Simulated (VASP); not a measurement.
# WS2 (R3m) in VASP: dielectric tensor with PBEsol+D3(BJ)

Aim: the dielectric tensor of WS2 with PBEsol+D3(BJ).

Everything below comes from runs of VASP 6.6.1. Logs are shortened: lines on timing, memory, paths and dates and some standing lists are left out, and cuts for length are marked.

## (1) The crystal as given

The structure is trigonal, space group R3m (No. 160). The conventional cell has a = 3.158 Å, b = 3.158 Å, c = 18.490 Å, α = 90.00°, β = 90.00°, γ = 120.00°. W (site symmetry 3m) is surrounded by 6 S at 2.39 to 2.42 Å. Around S (site symmetry 3m) lie 3 W at 2.39 Å. Around S (site symmetry 3m) lie 3 W at 2.42 Å.

Measurements of this composition are mostly on another form, of space group No. 194.

## (2) Dielectric tensor, PBEsol+D3(BJ)

INCAR

```
SYSTEM = WS2
  PREC = Accurate
  ENCUT = 520
  EDIFF = 1E-7
  ISMEAR = 0
  SIGMA = 0.02
  LREAL = .FALSE.
  LASPH = .TRUE.
  NELM = 60
  ALGO = Normal
  ISIF = 2
  LWAVE = .FALSE.
  LCHARG = .FALSE.
  GGA = PS
  IVDW = 12
  LEPSILON = .TRUE.
  KPAR = 4
```

KPOINTS

```
regular mesh
0
G
  12 12 12
  0 0 0
```

POSCAR

```
WS2
1.0
    1.5790000000      0.9116360800      6.1633333300
   -1.5790000000      0.9116360800      6.1633333300
    0.0000000000     -1.8232721500      6.1633333300
W S
1 2
Direct
    0.0000000000      0.0000000000      0.0000000000
    0.2497000000      0.2497000000      0.2497000000
    0.4190000000      0.4190000000      0.4190000000
```

Potentials or basis: VASP PAW PBE potentials, release 64 (W_sv, S).

On the command line:

```console
> cat potpaw_PBE.64/W_sv/POTCAR potpaw_PBE.64/S/POTCAR > POTCAR
> mpirun -np 4 vasp_std > vasp.out
```

OUTCAR:

```text
SYSTEM = WS2
   PREC = Accurate
   ENCUT = 520
   EDIFF = 1E-7
   ISMEAR = 0
   LREAL = .FALSE.
   LASPH = .TRUE.
   NELM = 60
   ISIF = 2
   GGA = PS
   IVDW = 12
   LEPSILON = .TRUE.
 IVDW          = 12

 ion  position               nearest neighbor table
   1  0.000  0.000  0.000-   2 2.39   2 2.39   2 2.39   3 2.42   3 2.42   3 2.42
   2  0.250  0.250  0.250-   1 2.39   1 2.39   1 2.39
   3  0.419  0.419  0.419-   1 2.42   1 2.42   1 2.42

  LATTYP: Found a trigonal (rhomboedric) cell.
 ALAT       =     6.4273633069
 COS(alpha) =     0.8792940833

  Lattice vectors:

 A1 = (   1.5790000000,   0.9116360800,   6.1633333300)
 A2 = (  -1.5790000000,   0.9116360800,   6.1633333300)
 A3 = (   0.0000000000,  -1.8232721500,   6.1633333300)

Analysis of symmetry for initial positions (statically):
=====================================================================
 Subroutine PRICEL returns:
 Original cell was already a primitive cell.

 Routine SETGRP: Setting up the symmetry group for a
 trigonal (rhombohedral) supercell.

 Subroutine GETGRP returns: Found  6 space group operations
 (whereof  6 operations were pure point group operations)
 out of a pool of 12 trial point group operations.

The static configuration has the point symmetry C_3v.

Analysis of symmetry for dynamics (positions and initial velocities):
=====================================================================
 Subroutine PRICEL returns:
 Original cell was already a primitive cell.

 Routine SETGRP: Setting up the symmetry group for a
 trigonal (rhombohedral) supercell.

 Subroutine GETGRP returns: Found  6 space group operations
 (whereof  6 operations were pure point group operations)
 out of a pool of 12 trial point group operations.

The dynamic configuration has the point symmetry C_3v.

 Subroutine INISYM returns: Found  6 space group operations
 (whereof  6 operations are pure point group operations),
 and found     1 'primitive' translations

----------------------------------------------------------------------------------------

                                     Primitive cell

  volume of cell :      53.2317

  direct lattice vectors                    reciprocal lattice vectors
     1.579000000  0.911636080  6.163333330     0.316656111  0.182821491  0.054083288
    -1.579000000  0.911636080  6.163333330    -0.316656111  0.182821491  0.054083288
     0.000000000 -1.823272150  6.163333330     0.000000000 -0.365642982  0.054083288

  length of vectors
     6.427363307  6.427363307  6.427363306     0.369621147  0.369621147  0.369621147

  position of ions in fractional coordinates (direct lattice)
     0.000000000  0.000000000  0.000000000
     0.249700000  0.249700000  0.249700000
     0.419000000  0.419000000  0.419000000

  ion indices of the primitive-cell ions
   primitive index   ion index
                 1           1
                 2           2
                 3           3

----------------------------------------------------------------------------------------

 KPOINTS: regular mesh

Automatic generation of k-mesh.
 Grid dimensions read from file:
 generate k-points for:   12   12   12

 Generating k-lattice:

  Cartesian coordinates                     Fractional coordinates (reciprocal lattice)
     0.026388009  0.015235124  0.004506941     0.083333333  0.000000000  0.000000000
    -0.026388009  0.015235124  0.004506941     0.000000000  0.083333333  0.000000000
     0.000000000 -0.030470248  0.004506941     0.000000000  0.000000000  0.083333333

  Length of vectors
     0.030801762  0.030801762  0.030801762

  Shift w.r.t. Gamma in fractional coordinates (k-lattice)
     0.000000000  0.000000000  0.000000000

 Subroutine IBZKPT returns following result:
[... 73 lines left out ...]
   LORBIT       =      0    0 simple, 1 ext, 2 COOP (PROOUT), +10 PAW based schemes
   GGA     = PS    functional components
   LHFCALC =     F    Hartree Fock is set to
   AEXX    =    0.0000 exact exchange contribution
   IVDW    =    12    specifies the selected vdW correction
   LEPSILON=     T    determine dielectric tensor
   LRPA    =     F    only Hartree local field effects (RPA)
 non-spin polarized calculation
 Gauss-broadening in eV      SIGMA  =   0.02
  energy-cutoff  :      520.00
  volume of cell :       53.23
 maximum number of plane-waves:      1450
   NGX = 23   NGY = 23   NGZ = 23

--------------------------------------- Ionic step        1  -------------------------------------------

 number of electron      26.0000001 magnetization

 E-fermi :   7.6244     XC(G=0): -11.1156

 val. band max:        7.4014967070   @ k =   0.5000   0.5000   0.5000
 cond. band min:       8.3911656105   @ k =  -0.1667   0.1667   0.0000
 fundamental gap:      0.9896689035
 Fermi energy:         7.6244386328

 k-point     1 :       0.0000    0.0000    0.0000
  band No.  band energies     occupation
      1     -67.1910      2.00000
      2     -31.4607      2.00000
      3     -31.2782      2.00000
      4     -31.2782      2.00000
      5      -8.2558      2.00000
      6      -6.2415      2.00000
[... 457 lines left out ...]
      4     -31.3888      2.00000
      5      -5.8028      2.00000
      6      -5.5428      2.00000
[... 9 lines left out ...]
     16      10.4153      0.00000
     17      11.7105      0.00000

 [... further k-points ...]

  FORCE on cell =-STRESS in cart. coord.  units (eV):
  Direction    XX          YY          ZZ          XY          YZ          ZX
  --------------------------------------------------------------------------------------
  -------------------------------------------------------------------------------------
  Total      -1.45697    -1.45697    -1.16233     0.00000    -0.00000    -0.00000
  in kB     -43.85223   -43.85223   -34.98392     0.00000    -0.00000    -0.00000
  external pressure =      -40.90 kB  Pullay stress =        0.00 kB

 VOLUME and BASIS-vectors are now :
 -----------------------------------------------------------------------------
  energy-cutoff  :      520.00
  volume of cell :       53.23
      direct lattice vectors                 reciprocal lattice vectors
     1.579000000  0.911636080  6.163333330     0.316656111  0.182821491  0.054083288
    -1.579000000  0.911636080  6.163333330    -0.316656111  0.182821491  0.054083288
     0.000000000 -1.823272150  6.163333330     0.000000000 -0.365642982  0.054083288

 POSITION                                       TOTAL-FORCE (eV/Angst)
 -----------------------------------------------------------------------------------
      0.00000      0.00000      0.00000         0.000000      0.000000      0.602227
      0.00000      0.00000      4.61695         0.000000     -0.000000     -0.269542
      0.00000      0.00000      7.74731         0.000000     -0.000000     -0.332685
 -----------------------------------------------------------------------------------
    total drift:                               -0.000000      0.000000      0.000018

  FREE ENERGIE OF THE ION-ELECTRON SYSTEM (eV)
  ---------------------------------------------------
  free  energy   TOTEN  =       -26.4168535040 eV

  energy  without entropy=      -26.4168535040  energy(sigma->0) =      -26.41685350

 HEAD OF MICROSCOPIC STATIC DIELECTRIC TENSOR (INDEPENDENT PARTICLE, excluding Hartree and local field effects)
 ------------------------------------------------------
          14.728898     0.000000     0.000000
           0.000000    14.728898     0.000000
           0.000000     0.000000     9.410587
 ------------------------------------------------------

 Free energy of the ion-electron system (eV)
  ---------------------------------------------------
  ---------------------------------------------------
  free energy    TOTEN  =        -2.01742808 eV

  energy without entropy =       -2.01742808

------------------------ aborting loop because EDIFF is reached ----------------------------------------

 Edisp (eV)   -1.15354

 E8    (eV) :    -0.7476
[... 7 lines left out ...]
 E8    (eV) :    -0.7476

--------------------------------------- Ionic step        3  -------------------------------------------

 Free energy of the ion-electron system (eV)
  ---------------------------------------------------
  ---------------------------------------------------
  free energy    TOTEN  =        -0.82492845 eV

  energy without entropy =       -0.82492845

------------------------ aborting loop because EDIFF is reached ----------------------------------------

 Edisp (eV)   -1.15354

 E8    (eV) :    -0.7476

 PIEZOELECTRIC TENSOR FIELD DIRECTION 3  (e Angst)
 -----------------------------------------------------------------------------
    -0.01543 -0.00000 -0.00000           (  0.00384 -0.00000  0.00000)
     0.00000 -0.01543  0.00000           (  0.00000  0.00384  0.00000)
     0.00000  0.00000  0.13627           (  0.00000  0.00000  0.00773)

 PIEZOELECTRIC TENSOR FIELD DIRECTION 3  (C/m^2)
 -----------------------------------------------------------------------------
    -0.00464 -0.00000 -0.00000
     0.00000 -0.00464  0.00000
     0.00000  0.00000  0.04102

 MACROSCOPIC STATIC DIELECTRIC TENSOR (including local field effects in DFT)
 ------------------------------------------------------
          13.965767     0.000000     0.000000
           0.000000    13.965767     0.000000
           0.000000     0.000000     6.289100
 ------------------------------------------------------

 PIEZOELECTRIC TENSOR (including local field effects)  for field in x, y, z        (e  Angst)
          XX          YY          ZZ          XY          YZ          ZX
  --------------------------------------------------------------------------------
  x     0.00000     0.00000     0.00000     1.22425     0.00000     0.08455
  y     1.22425    -1.22425     0.00000     0.00000     0.08454     0.00000
  z    -0.01543    -0.01543     0.13627     0.00000     0.00000     0.00000

 PIEZOELECTRIC TENSOR (including local field effects)  for field in x, y, z        (C/m^2)
          XX          YY          ZZ          XY          YZ          ZX
  --------------------------------------------------------------------------------
  x     0.00000     0.00000     0.00000     0.36848     0.00000     0.02545
  y     0.36848    -0.36848     0.00000     0.00000     0.02545     0.00000
  z    -0.00464    -0.00464     0.04102     0.00000     0.00000     0.00000

 BORN EFFECTIVE CHARGES (including local field effects) (in |e|, cummulative output)
 ---------------------------------------------------------------------------------
 ion    1
    1    -0.59504     0.00000     0.00000
    2     0.00000    -0.59504    -0.00000
    3     0.00000    -0.00000    -0.50914
 ion    2
    1     0.29633     0.00000     0.00000
    2     0.00000     0.29633     0.00000
    3     0.00000     0.00000     0.30615
 ion    3
    1     0.29871     0.00000     0.00000
    2     0.00000     0.29871     0.00000
    3     0.00000     0.00000     0.20298
```

It took 20 min on 4 MPI ranks of Intel Xeon Platinum 8488C (Sapphire Rapids), shared host; peak memory 1.8 GiB.

What came out:

```yaml
Band_gap_on_the_k_mesh: 0.99 eV, indirect (least direct gap 1.89 eV)
Electronic_dielectric_tensor_diagonal: 13.97, 13.97, 6.29
Born_charges_mean_of_the_diagonal: W -0.57; S +0.30, +0.27 e
Dispersion_energy_per_atom: -0.385 eV
```

Levels at points of the mesh, in eV from the valence-band top:
| k point | band 11 | band 12 | band 13 | band 14 | band 15 | band 16 |
| --- | --- | --- | --- | --- | --- | --- |
| (0.00, 0.00, 0.00) | -2.28 | -1.57 | -1.23 | 2.19 | 2.19 | 2.55 |
| (0.50, 0.00, 0.00) | -2.58 | -1.80 | -1.74 | 2.30 | 2.59 | 3.60 |
| (0.50, 0.50, 0.00) | -3.19 | -2.00 | -1.56 | 2.25 | 2.70 | 3.20 |
| (0.50, 0.50, 0.50) | -2.25 | -2.25 | 0.00 | 2.31 | 2.31 | 2.39 |

Electronic dielectric tensor:
```
13.97  0.00  0.00
 0.00 13.97  0.00
 0.00  0.00  6.29
```

Born effective charge tensors (e):
atom 1, W
```
-0.60  0.00  0.00
 0.00 -0.60  0.00
 0.00  0.00 -0.51
```
atom 2, S
```
0.30 0.00 0.00
0.00 0.30 0.00
0.00 0.00 0.31
```
atom 3, S
```
0.30 0.00 0.00
0.00 0.30 0.00
0.00 0.00 0.20
```

Caveat: the PAW data sets were made with another functional, which shifts forces and pressure a little; spin-orbit coupling is left out, which moves the levels of the heavy elements. A k mesh can miss the band edges.
